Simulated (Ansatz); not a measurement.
Relativistic treatment of La

```xyz
1
Lattice="-2.1238 2.1238 2.1238 2.1238 -2.1238 2.1238 2.1238 2.1238 -2.1238" Properties=species:S:1:pos:R:3 pbc="T T T"
La    0.0000    0.0000    0.0000
```

Structure from Materials Project entry mp-10023 (possibly hypothetical), not relaxed further.

One fixed cell is solved with LDA by PAW (frozen-core files) in Ansatz 0.2.0 under different relativistic treatments. Pressure is positive in compression.

Settings: a Γ-centred 11×11×11 k mesh, Fermi–Dirac smearing of 0.03 eV, cutoff 420 eV, no spin polarisation; the PAW files were made with PBE, and the program remakes their frozen cores for this functional.

```tsv
setting	P (GPa)	lowest level at Γ above −25 eV, from the valence-band top or, without a gap, the Fermi level (eV)
scalar-relativistic	-3.58	?
with spin–orbit coupling	-3.61	?
```

What belongs in the row "scalar-relativistic", column "lowest level at Γ above −25 eV, from the valence-band top or, without a gap, the Fermi level (eV)"?

-15.90.

Give the missing entry: row "with spin–orbit coupling", column "lowest level at Γ above −25 eV, from the valence-band top or, without a gap, the Fermi level (eV)".

-17.74.
